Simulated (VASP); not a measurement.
# Si in VASP: further runs, part 2 of 2

VASP 6.6.1. The steps go on from the part before.

### 3 Work function, PBE

The input, INCAR:

```
PREC = Accurate ; ENCUT = 520
EDIFF = 1E-6 ; ISMEAR = 0
SIGMA = 0.03 ; LREAL = False
LASPH = True ; NELM = 80
ALGO = Normal ; ISIF = 2
LWAVE = False ; LCHARG = True
LDIPOL = True ; IDIPOL = 3
DIPOL = 0.5 0.5 0.500 ; GGA = PE
LVHAR = True ; LVACPOTAV = True
KPAR = 4
```

The input, KPOINTS:

```
regular mesh
0
Gamma
  4 7 1
```

The input, POSCAR:

```
Si                                      
1.0
    7.7337965900      0.0000000000      0.0000000000
    0.0000000000      3.8668983000      0.0000000000
    0.0000000000      0.0000000000     12.4357750000
  Si            
    12
Direct
     0.8614525956814698    0.0000000000000000    0.2812735187144019
     0.5745798071364475    0.0000000000000000    0.2205570808008994
     0.5228960865981435    0.5000000000000000    0.3314356081449453
     0.0116938039008091    0.5000000000000000    0.3311313327917142
     0.2670994246656648    0.5000000000000000    0.4427996736304546
     0.7622782820174652    0.5000000000000000    0.4476968266011092
     0.7622782820174652    0.0000000000000000    0.5523031733988907
     0.2670994246656648    0.0000000000000000    0.5572003263695453
     0.5228960865981435    0.0000000000000000    0.6685643918550546
     0.0116938039008091    0.0000000000000000    0.6688686672082857
     0.8614525956814698    0.5000000000000000    0.7187264812855976
     0.5745798071364475    0.5000000000000000    0.7794429191991005
```

Potentials or basis: VASP PAW PBE potentials, release 64 (Si).

On the command line:

```bash
> cat potpaw_PBE.64/Si/POTCAR > POTCAR
> mpirun -np 4 vasp_std > vasp.out
```

OUTCAR:

```text
PREC = Accurate
   ENCUT = 520
   EDIFF = 1E-6
   ISMEAR = 0
   LREAL = False
   LASPH = True
   NELM = 80
   ISIF = 2
   GGA = PE

 ion  position               nearest neighbor table
   1  0.861  0.000  0.281-   4 2.34   4 2.34   2 2.34   6 2.93   6 2.93
   2  0.575  0.000  0.221-   1 2.34   3 2.41   3 2.41
   3  0.523  0.500  0.331-   6 2.35   2 2.41   2 2.41   5 2.41
   4  0.012  0.500  0.331-   1 2.34   1 2.34   6 2.41   5 2.41
   5  0.267  0.500  0.443-   8 2.40   8 2.40   4 2.41   3 2.41
   6  0.762  0.500  0.448-   7 2.33   7 2.33   3 2.35   4 2.41   1 2.93   1 2.93
   7  0.762  0.000  0.552-   6 2.33   6 2.33   9 2.35  10 2.41  11 2.93  11 2.93
   8  0.267  0.000  0.557-   5 2.40   5 2.40  10 2.41   9 2.41
   9  0.523  0.000  0.669-   7 2.35  12 2.41  12 2.41   8 2.41
  10  0.012  0.000  0.669-  11 2.34  11 2.34   7 2.41   8 2.41
  11  0.861  0.500  0.719-  10 2.34  10 2.34  12 2.34   7 2.93   7 2.93
  12  0.575  0.500  0.779-  11 2.34   9 2.41   9 2.41

  LATTYP: Found a simple orthorhombic cell.
 ALAT       =     3.8668983000
 B/A-ratio  =     1.9999999974
 C/A-ratio  =     3.2159560545

  Lattice vectors:

 A1 = (   0.0000000000,  -3.8668983000,   0.0000000000)
 A2 = (   7.7337965900,   0.0000000000,   0.0000000000)
 A3 = (   0.0000000000,   0.0000000000,  12.4357750000)

Analysis of symmetry for initial positions (statically):
=====================================================================
 Subroutine PRICEL returns:
 Original cell was already a primitive cell.

 Routine SETGRP: Setting up the symmetry group for a
 simple orthorhombic supercell.

 Subroutine GETGRP returns: Found  4 space group operations
 (whereof  2 operations were pure point group operations)
 out of a pool of  8 trial point group operations.

The static configuration has the point symmetry C_1h.
 The point group associated with its full space group is C_2v.

Analysis of symmetry for dynamics (positions and initial velocities):
=====================================================================
 Subroutine PRICEL returns:
 Original cell was already a primitive cell.

 Routine SETGRP: Setting up the symmetry group for a
 simple orthorhombic supercell.

 Subroutine GETGRP returns: Found  4 space group operations
 (whereof  2 operations were pure point group operations)
 out of a pool of  8 trial point group operations.

The dynamic configuration has the point symmetry C_1h.
 The point group associated with its full space group is C_2v.

 Subroutine INISYM returns: Found  4 space group operations
 (whereof  2 operations are pure point group operations),
 and found     1 'primitive' translations

----------------------------------------------------------------------------------------

                                     Primitive cell

  volume of cell :     371.9019

  direct lattice vectors                    reciprocal lattice vectors
     7.733796590  0.000000000  0.000000000     0.129302599  0.000000000  0.000000000
     0.000000000  3.866898300  0.000000000     0.000000000  0.258605198  0.000000000
     0.000000000  0.000000000 12.435775000     0.000000000  0.000000000  0.080413163
[... 75 lines left out ...]
   total plane-waves  NPLWV = 172800
   dimension x,y,z NGX =    60 NGY =   30 NGZ =   96
   dimension x,y,z NGXF=   120 NGYF=   60 NGZF=  192
   ions per type =              12
   NGX,Y,Z   is equivalent  to a cutoff of  12.90, 12.90, 12.83 a.u.
   NGXF,Y,Z  is equivalent  to a cutoff of  25.80, 25.80, 25.67 a.u.
 SYSTEM =  unknown system
   PREC   = accura    normal or accurate (medium, high low for compatibility)
   ISTART =      0    job   : 0-new  1-cont  2-samecut
   ICHARG =      2    charge: 1-file 2-atom 10-const
   ISPIN  =      1    spin polarized calculation?
   LNONCOLLINEAR =      F non collinear calculations
   LSORBIT =      F    spin-orbit coupling
   LASPH  =      T    aspherical Exc in radial PAW
   ENCUT  =  520.0 eV  38.22 Ry    6.18 a.u.  14.38  7.19 23.12*2*pi/ulx,y,z
   NELM   =     80;   NELMIN=  2; NELMDL= -5     # of ELM steps
   EDIFF  = 0.1E-05   stopping-criterion for ELM
   LREAL  =      F    real-space projection
   EDIFFG = 0.1E-04   stopping-criterion for IOM
   NSW    =      0    number of steps for IOM
   IBRION =     -1    ionic relax: 0-MD 1-quasi-New 2-CG
   NFREE  =      0    steps in history (QN), initial steepest desc. (CG)
   ISIF   =      2    stress and relaxation
   ISYM   =      2    0-nonsym 1-usesym 2-fastsym
   POTIM  = 0.5000    time-step for ionic-motion
   TEBEG  =    0.0;   TEEND  =   0.0 temperature during run
   PSTRESS=    0.0 pullay stress
   NELECT =      48.0000    total number of electrons
   NUPDOWN=      -1.0000    fix difference up-down
   EMIN   =  10.00;   EMAX   =-10.00  energy-range for DOS
   EFERMI =   0.00;   METHOD = LEGACY
   ISMEAR =     0;   SIGMA  =   0.03  broadening in eV -4-tet -1-fermi 0-gaus
   EFERMI_NEDOS =   21; number of points for ismear=-14 and -15
   IALGO  =     38    algorithm
   IMIX   =      4    mixing-type and parameters
     AMIX     =   0.40;   BMIX     =  1.00
     AMIX_MAG =   1.60;   BMIX_MAG =  1.00
  volume/ion in A,a.u.               =      30.99       209.14
  Fermi-wavevector in a.u.,A,eV,Ry     =   0.827331  1.563428  9.312862  0.684476
  Thomas-Fermi vector in A             =   1.939516
   LORBIT       =      0    0 simple, 1 ext, 2 COOP (PROOUT), +10 PAW based schemes
   GGA     = PE    functional components
   LHFCALC =     F    Hartree Fock is set to
   AEXX    =    0.0000 exact exchange contribution
   IVDW    =     0    specifies the selected vdW correction
   LEPSILON=     F    determine dielectric tensor
   LRPA    =     F    only Hartree local field effects (RPA)
 non-spin polarized calculation
 Gauss-broadening in eV      SIGMA  =   0.03
  energy-cutoff  :      520.00
  volume of cell :      371.90
 maximum number of plane-waves:     10058
 NGX is ok and might be reduce to    60
   NGX = 29   NGY = 15   NGZ = 47

 number of electron      47.9999997 magnetization

 dipolmoment           0.000000      0.000000      0.000000 electrons x Angstroem

 Free energy of the ion-electron system (eV)
  ---------------------------------------------------
  ext. energy  EPLUGINS =         0.00000000
  ---------------------------------------------------
  free energy    TOTEN  =       -60.08978713 eV

  energy without entropy =      -60.08978713  energy(sigma->0) =      -60.08978713

 E-fermi :   2.2897     XC(G=0):  -7.0155

 val. band max:        2.1251315462   @ k =   0.5000   0.1429   0.0000
 cond. band min:       2.4314234556   @ k =   0.0000   0.4286   0.0000
 fundamental gap:      0.3062919094
 Fermi energy:         2.2896846315

 k-point     1 :       0.0000    0.0000    0.0000
  band No.  band energies     occupation
      1      -9.9087      2.00000
      2      -9.0612      2.00000
      3      -7.9128      2.00000
      4      -7.1820      2.00000
      5      -6.9527      2.00000
      6      -6.6755      2.00000
[... 397 lines left out ...]
     30       4.1670      0.00000
     31       5.0476      0.00000

------------------------ aborting loop because EDIFF is reached ----------------------------------------

  FORCE on cell =-STRESS in cart. coord.  units (eV):
  Direction    XX          YY          ZZ          XY          YZ          ZX
  --------------------------------------------------------------------------------------
  -------------------------------------------------------------------------------------
  Total       -4.9382288      1.7244664      0.1287730      0.0000000      0.0000000      0.0000000
  in kB      -21.2742098      7.4291132      0.5547624      0.0000000      0.0000000      0.0000000
  external PRESSURE =      -4.4301114 kB  Pullay stress =       0.0000000 kB

 VOLUME and BASIS-vectors are now :
 -----------------------------------------------------------------------------
  energy-cutoff  :      520.00
  volume of cell :      371.90
      direct lattice vectors                 reciprocal lattice vectors
     7.733796590  0.000000000  0.000000000     0.129302599  0.000000000  0.000000000
     0.000000000  3.866898300  0.000000000     0.000000000  0.258605198  0.000000000
     0.000000000  0.000000000 12.435775000     0.000000000  0.000000000  0.080413163

 POSITION                                       TOTAL-FORCE (eV/Angst)
 -----------------------------------------------------------------------------------
      6.66230      0.00000      3.49785         0.000999      0.000000     -0.001387
      4.44368      0.00000      2.74280        -0.001194      0.000000      0.002112
      4.04397      1.93345      4.12166        -0.001617      0.000000     -0.005679
      0.09044      1.93345      4.11787         0.000001      0.000000     -0.005178
      2.06569      1.93345      5.50656        -0.002058      0.000000     -0.009432
      5.89531      1.93345      5.56746         0.003868      0.000000      0.001993
      5.89531      0.00000      6.86832         0.003868      0.000000     -0.001993
      2.06569      0.00000      6.92922        -0.002058      0.000000      0.009432
      4.04397      0.00000      8.31412        -0.001617      0.000000      0.005679
      0.09044      0.00000      8.31790         0.000001      0.000000      0.005178
      6.66230      1.93345      8.93792         0.000999      0.000000      0.001387
      4.44368      1.93345      9.69298        -0.001194      0.000000     -0.002112
 -----------------------------------------------------------------------------------
    total drift:                               -0.000084     -0.000000     -0.000000

  FREE ENERGIE OF THE ION-ELECTRON SYSTEM (eV)
  ---------------------------------------------------
  free  energy   TOTEN  =       -60.0897871261 eV

  energy  without entropy=      -60.0897871261  energy(sigma->0) =      -60.08978713
```

It took 48 s on 4 MPI ranks of Intel Xeon Platinum 8488C (Sapphire Rapids), shared host; peak memory 0.45 GiB.

What came out:

```yaml
Free_energy: -60.0898 eV
Largest_force: 0.010 eV/Å
Band_gap_on_the_k_mesh: 0.31 eV, indirect (least direct gap 0.66 eV)
```

Forces in eV/Å, atoms in the order of the input:
```
Si   0.001  0.000 -0.001
Si  -0.001  0.000  0.002
Si  -0.002  0.000 -0.006
Si   0.000  0.000 -0.005
Si  -0.002  0.000 -0.009
Si   0.004  0.000  0.002
Si   0.004  0.000 -0.002
Si  -0.002  0.000  0.009
Si  -0.002  0.000  0.006
Si   0.000  0.000  0.005
Si   0.001  0.000  0.001
Si  -0.001  0.000 -0.002
```
